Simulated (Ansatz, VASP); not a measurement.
**MgO in VASP and in Ansatz**

```xyz
4
Lattice="3.1944 0.0000 0.0000 -1.5972 2.7665 0.0000 0.0000 0.0000 4.9766" Properties=species:S:1:pos:R:3 pbc="T T T"
Mg    1.5972    0.9222    3.7325
Mg    0.0000    1.8443    1.2442
O     1.5972    0.9222    1.2442
O     0.0000    1.8443    3.7325
```

Alike in both runs: task single point; functional LDA; k mesh 12 × 12 × 6; occupations gaussian, width 0.05 eV; no spin polarisation.

```csv
,VASP,Ansatz
version,VASP 6.6.1,Ansatz 0.2.0
potentials or method,"VASP PAW LDA potentials, release 64 (Mg, O)","scalar-relativistic, plane waves, PAW"
plane-wave cutoff (eV),520,420
valence electrons in the cell,16,32
```

VASP gave:

| Property | Result |
| --- | --- |
| gap on the k mesh at the Fermi level (eV) | 3.21 |
| least direct gap on the mesh (eV) | 3.21 |
| pressure (GPa) | 9.8 |
| largest component of the traceless stress (GPa) | 24.36 |

Estimate Ansatz's values.

gap on the k mesh at the Fermi level (eV): 3.21; least direct gap on the mesh (eV): 3.21; pressure (GPa): 10.6; largest component of the traceless stress (GPa): 23.51.

The two sets of potentials don't hold the same shells in valence.

A k mesh can miss the band edges.
